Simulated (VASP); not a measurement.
# Li (Im-3m) in VASP: single point with PBE0

Aim: the single point of Li with PBE0.

Program: VASP 6.6.1. These are calculated values, not measurements. Logs are shortened: lines on timing, memory, paths and dates and some standing lists are left out, and cuts for length are marked.

## 1. Starting point

Symmetry: Im-3m, No. 229, cubic system. The conventional cell has a = 3.424 Å, b = 3.424 Å, c = 3.424 Å, α = 90.00°, β = 90.00°, γ = 90.00°. Li (site symmetry m-3m) is surrounded by 8 Li at 2.97 Å.

## 2. Single point, PBE0

Input file POSCAR:

```
Li
1.0
   -1.7122100000      1.7122100000      1.7122100000
    1.7122100000     -1.7122100000      1.7122100000
    1.7122100000      1.7122100000     -1.7122100000
Li
1
Direct
    0.0000000000      0.0000000000      0.0000000000
```

Input file INCAR.step1:

```
SYSTEM = Li
  PREC = Accurate
  ENCUT = 520
  EDIFF = 1E-5
  ISMEAR = 0
  SIGMA = 0.1
  LREAL = .FALSE.
  LASPH = .TRUE.
  NELM = 60
  ALGO = Normal
  ISIF = 2
  LWAVE = .TRUE.
  LCHARG = .FALSE.
  NBANDS = 8
  GGA = PE
```

Input file INCAR.step2:

```
SYSTEM = Li
  PREC = Accurate
  ENCUT = 520
  EDIFF = 1E-7
  ISMEAR = 0
  SIGMA = 0.1
  LREAL = .FALSE.
  LASPH = .TRUE.
  NELM = 60
  ALGO = Normal
  ISIF = 2
  LWAVE = .FALSE.
  LCHARG = .FALSE.
  GGA = PE
  LHFCALC = .TRUE.
  AEXX = 0.25
  PRECFOCK = Fast
  NBANDS = 8
  ISTART = 1
```

Input file KPOINTS:

```
regular mesh
0
G
  8 8 8
  0 0 0
```

Potentials or basis: VASP PAW PBE potentials, release 64 (Li_sv).

The run is started by

```console
cat potpaw_PBE.64/Li_sv/POTCAR > POTCAR
cp INCAR.step1 INCAR
mpirun -np 1 vasp_std > vasp.out
cp INCAR.step2 INCAR
mpirun -np 1 vasp_std > vasp.out
```

OUTCAR:

```text
SYSTEM = Li
   PREC = Accurate
   ENCUT = 520
   EDIFF = 1E-7
   ISMEAR = 0
   LREAL = .FALSE.
   LASPH = .TRUE.
   NELM = 60
   ISIF = 2
   GGA = PE
   LHFCALC = .TRUE.
   AEXX = 0.25
   PRECFOCK = Fast
   ISTART = 1

 ion  position               nearest neighbor table
   1  0.000  0.000  0.000-

  LATTYP: Found a body centered cubic cell.
 ALAT       =     3.4244200000

  Lattice vectors:

 A1 = (  -1.7122100000,   1.7122100000,   1.7122100000)
 A2 = (   1.7122100000,  -1.7122100000,   1.7122100000)
 A3 = (   1.7122100000,   1.7122100000,  -1.7122100000)

Analysis of symmetry for initial positions (statically):
=====================================================================
 Subroutine PRICEL returns:
 Original cell was already a primitive cell.

 Routine SETGRP: Setting up the symmetry group for a
 body centered cubic supercell.

 Subroutine GETGRP returns: Found 48 space group operations
 (whereof 48 operations were pure point group operations)
 out of a pool of 48 trial point group operations.

The static configuration has the point symmetry O_h .

Analysis of symmetry for dynamics (positions and initial velocities):
=====================================================================
 Subroutine PRICEL returns:
 Original cell was already a primitive cell.

 Routine SETGRP: Setting up the symmetry group for a
 body centered cubic supercell.

 Subroutine GETGRP returns: Found 48 space group operations
 (whereof 48 operations were pure point group operations)
 out of a pool of 48 trial point group operations.

The dynamic configuration has the point symmetry O_h .

 Subroutine INISYM returns: Found 48 space group operations
 (whereof 48 operations are pure point group operations),
 and found     1 'primitive' translations

----------------------------------------------------------------------------------------

                                     Primitive cell

  volume of cell :      20.0785

  direct lattice vectors                    reciprocal lattice vectors
    -1.712210000  1.712210000  1.712210000     0.000000000  0.292020255  0.292020255
     1.712210000 -1.712210000  1.712210000     0.292020255  0.000000000  0.292020255
     1.712210000  1.712210000 -1.712210000     0.292020255  0.292020255  0.000000000

  length of vectors
     2.965634713  2.965634713  2.965634713     0.412979004  0.412979004  0.412979004

  position of ions in fractional coordinates (direct lattice)
     0.000000000  0.000000000  0.000000000

  ion indices of the primitive-cell ions
   primitive index   ion index
                 1           1

----------------------------------------------------------------------------------------

 KPOINTS: regular mesh

Automatic generation of k-mesh.
 Grid dimensions read from file:
 generate k-points for:    8    8    8

 Generating k-lattice:

  Cartesian coordinates                     Fractional coordinates (reciprocal lattice)
     0.000000000  0.036502532  0.036502532     0.125000000  0.000000000  0.000000000
     0.036502532  0.000000000  0.036502532     0.000000000  0.125000000  0.000000000
     0.036502532  0.036502532  0.000000000     0.000000000  0.000000000  0.125000000

  Length of vectors
     0.051622376  0.051622376  0.051622376

  Shift w.r.t. Gamma in fractional coordinates (k-lattice)
     0.000000000  0.000000000  0.000000000

 Subroutine IBZKPT returns following result:
 ===========================================

 Found     29 irreducible k-points:

 Following reciprocal coordinates:
            Coordinates               Weight
  0.000000  0.000000  0.000000      1.000000
  0.125000  0.000000  0.000000     12.000000
  0.250000  0.000000  0.000000     12.000000
  0.375000  0.000000  0.000000     12.000000
  0.500000  0.000000  0.000000      6.000000
  0.125000  0.125000  0.000000     24.000000
[... 16 lines left out ...]
 -0.250000  0.250000  0.250000      6.000000
 -0.375000  0.375000  0.250000     24.000000
 [... further k-points ...]
   k-points           NKPTS =     29   k-points in BZ     NKDIM =    512   number of bands    NBANDS=      8
   number of dos      NEDOS =    301   number of ions     NIONS =      1
   total plane-waves  NPLWV =  13824
   dimension x,y,z NGX =    24 NGY =   24 NGZ =   24
   dimension x,y,z NGXF=    48 NGYF=   48 NGZF=   48
   ions per type =               1
   NGX,Y,Z   is equivalent  to a cutoff of  13.45, 13.45, 13.45 a.u.
   NGXF,Y,Z  is equivalent  to a cutoff of  26.91, 26.91, 26.91 a.u.
 SYSTEM =  Li
   PREC   = accura    normal or accurate (medium, high low for compatibility)
   ISTART =      1    job   : 0-new  1-cont  2-samecut
   ICHARG =      0    charge: 1-file 2-atom 10-const
   ISPIN  =      1    spin polarized calculation?
   LNONCOLLINEAR =      F non collinear calculations
   LSORBIT =      F    spin-orbit coupling
   LASPH  =      T    aspherical Exc in radial PAW
   ENCUT  =  520.0 eV  38.22 Ry    6.18 a.u.   5.51  5.51  5.51*2*pi/ulx,y,z
   NELM   =     60;   NELMIN=  2; NELMDL=  0     # of ELM steps
   EDIFF  = 0.1E-06   stopping-criterion for ELM
   LREAL  =      F    real-space projection
   EDIFFG = 0.1E-05   stopping-criterion for IOM
   NSW    =      0    number of steps for IOM
   IBRION =     -1    ionic relax: 0-MD 1-quasi-New 2-CG
   NFREE  =      0    steps in history (QN), initial steepest desc. (CG)
   ISIF   =      2    stress and relaxation
   ISYM   =      3    0-nonsym 1-usesym 2-fastsym
   POTIM  = 0.5000    time-step for ionic-motion
   TEBEG  =    0.0;   TEEND  =   0.0 temperature during run
   PSTRESS=    0.0 pullay stress
   NELECT =       3.0000    total number of electrons
   NUPDOWN=      -1.0000    fix difference up-down
   EMIN   =  10.00;   EMAX   =-10.00  energy-range for DOS
   EFERMI =   0.00;   METHOD = LEGACY
   ISMEAR =     0;   SIGMA  =   0.10  broadening in eV -4-tet -1-fermi 0-gaus
   EFERMI_NEDOS =   21; number of points for ismear=-14 and -15
   IALGO  =     38    algorithm
   IMIX   =      1    mixing-type and parameters
     AMIX     =   0.40;   BMIX     =  1.00
     AMIX_MAG =   1.60;   BMIX_MAG =  1.00
  volume/ion in A,a.u.               =      20.08       135.50
  Fermi-wavevector in a.u.,A,eV,Ry     =   0.868703  1.641612 10.267578  0.754646
  Thomas-Fermi vector in A             =   1.987420
   LORBIT       =      0    0 simple, 1 ext, 2 COOP (PROOUT), +10 PAW based schemes
   GGA     = PE    functional components
   LHFCALC =     T    Hartree Fock is set to
   PRECFOCK=fast      Normal, Fast or Accurate (Low or Medium for compatibility)
   ENCUT4O =  -1.0   cutoff for four orbital integrals eV
   NKREDX  =     1    reduce k-point grid by
   NKREDY  =     1    reduce k-point grid by
   NKREDZ  =     1    reduce k-point grid by
   AEXX    =    0.2500 exact exchange contribution
   HFSCREEN=    0.0000 screening length (either q_TF or 0.3 A-1)
   HFSCREENC=   0.0000 screening length for correlation (either q_TF or 0.3 A-1)
   ENCUTFOCK=  -1.0 apply spherical cutoff to Coloumb kernel
   IVDW    =     0    specifies the selected vdW correction
   LEPSILON=     F    determine dielectric tensor
   LRPA    =     F    only Hartree local field effects (RPA)
 non-spin polarized calculation
 Gauss-broadening in eV      SIGMA  =   0.10
  energy-cutoff  :      520.00
  volume of cell :       20.08
 maximum number of plane-waves:       555
 NGX is ok and might be reduce to    24
  NGX = 14; NGY = 14; NGZ = 14

 number of electron       3.0000003 magnetization

 Free energy of the ion-electron system (eV)
  ---------------------------------------------------
  ext. energy  EPLUGINS =         0.00000000
  ---------------------------------------------------
  free energy    TOTEN  =        -2.13066549 eV

  energy without entropy =       -2.12763196  energy(sigma->0) =       -2.12914873

 E-fermi :   0.8972     XC(G=0):  -5.5861

 val. band max:        0.4008856052   @ k =   0.2500   0.2500   0.0000
 cond. band min:       0.9717637065   @ k =   0.3750   0.1250   0.0000
 fundamental gap:      0.5708781013
 Fermi energy:         0.8972012442

 k-point     1 :       0.0000    0.0000    0.0000
  band No.  band energies     occupation
      1     -49.9495      2.00000
      2      -4.1766      2.00000
      3      16.6219      0.00000
      4      16.6219      0.00000
      5      16.6220      0.00000
      6      21.2839      0.00000
      7      21.2839      0.00000
      8      21.2839      0.00000

 k-point     2 :       0.1250    0.0000    0.0000
  band No.  band energies     occupation
      1     -49.9463      2.00000
      2      -3.8075      2.00000
      3      14.5439      0.00000
      4      15.3866      0.00000
      5      16.0917      0.00000
      6      19.0430      0.00000
      7      19.1103      0.00000
      8      21.1326      0.00000

 k-point     3 :       0.2500    0.0000    0.0000
  band No.  band energies     occupation
      1     -49.9385      2.00000
      2      -2.6845      2.00000
      3      10.4426      0.00000
      4      13.7139      0.00000
      5      14.9569      0.00000
      6      17.0486      0.00000
      7      18.6562      0.00000
      8      21.6282      0.00000

 k-point     4 :       0.3750    0.0000    0.0000
  band No.  band energies     occupation
      1     -49.9309      2.00000
      2      -0.7708      2.00000
      3       6.7287      0.00000
      4      12.6161      0.00000
      5      14.0457      0.00000
      6      15.8398      0.00000
      7      18.8910      0.00000
      8      23.2100      0.00000

 k-point     5 :       0.5000    0.0000    0.0000
  band No.  band energies     occupation
      1     -49.9280      2.00000
      2       1.3069      0.00000
      3       4.5822      0.00000
      4      12.2421      0.00000
      5      13.7172      0.00000
      6      15.4357      0.00000
      7      19.0995      0.00000
      8      24.6432      0.00000
[... 177 lines left out ...]
 k-point    22 :       0.2500    0.2500    0.2500
  band No.  band energies     occupation
      1     -49.9265      2.00000
      2       4.8407      0.00000
      3       4.8407      0.00000
      4       4.8407      0.00000
      5      10.1783      0.00000
      6      25.7446      0.00000
      7      25.7446      0.00000
      8      25.7447      0.00000

 k-point    23 :      -0.2500    0.2500    0.2500
  band No.  band energies     occupation
      1     -49.9298      2.00000
      2      -1.0281      2.00000
      3      10.3258      0.00000
      4      10.3258      0.00000
      5      12.6894      0.00000
      6      14.6477      0.00000
      7      22.8228      0.00000
      8      22.8229      0.00000

 k-point    24 :      -0.3750    0.3750    0.2500
  band No.  band energies     occupation
      1     -49.9239      2.00000
      2       1.3644      0.00000
      3       7.5441      0.00000
      4       9.1662      0.00000
      5      12.5925      0.00000
      6      14.8028      0.00000
      7      19.2164      0.00000
      8      22.3713      0.00000

 [... further k-points ...]

------------------------ aborting loop because EDIFF is reached ----------------------------------------

  FORCE on cell =-STRESS in cart. coord.  units (eV):
  Direction    XX          YY          ZZ          XY          YZ          ZX
  --------------------------------------------------------------------------------------
  -------------------------------------------------------------------------------------
  Total        0.0543538      0.0543538      0.0543538     -0.0000000      0.0000000     -0.0000000
  in kB        4.3371983      4.3371983      4.3371983     -0.0000000      0.0000000     -0.0000000
  external PRESSURE =       4.3371983 kB  Pullay stress =       0.0000000 kB

 VOLUME and BASIS-vectors are now :
 -----------------------------------------------------------------------------
  energy-cutoff  :      520.00
  volume of cell :       20.08
      direct lattice vectors                 reciprocal lattice vectors
    -1.712210000  1.712210000  1.712210000     0.000000000  0.292020255  0.292020255
     1.712210000 -1.712210000  1.712210000     0.292020255  0.000000000  0.292020255
     1.712210000  1.712210000 -1.712210000     0.292020255  0.292020255  0.000000000

 POSITION                                       TOTAL-FORCE (eV/Angst)
 -----------------------------------------------------------------------------------
      0.00000      0.00000      0.00000        -0.000000     -0.000000      0.000000
 -----------------------------------------------------------------------------------
    total drift:                                0.000000      0.000000      0.000000

  FREE ENERGIE OF THE ION-ELECTRON SYSTEM (eV)
  ---------------------------------------------------
  free  energy   TOTEN  =        -2.1306654902 eV

  energy  without entropy=       -2.1276319645  energy(sigma->0) =       -2.12914873
```

Run time: 53 s. Hardware: 1 thread of Intel Xeon Platinum 8488C (Sapphire Rapids), shared host; peak memory 0.14 GiB.

Results:

```
Free energy            : -2.1307 eV
Band gap on the k mesh : none (metal or under the smearing width)
```

Levels at points of the mesh, in eV from the Fermi level:
```csv
k point,band 1,band 2,band 3,band 4
"(0.00, 0.00, 0.00)",-50.85,-5.07,15.72,15.72
"(0.50, 0.00, 0.00)",-50.83,0.41,3.68,11.34
"(0.50, 0.50, 0.50)",-50.81,6.31,6.31,6.31
```

Caveat: the cutoff is under 1.25 times the usual one of these potentials, so pressure, stress and relaxed cells hold a basis-set (Pulay) error; the PAW data sets were made with another functional, which shifts forces and pressure a little.
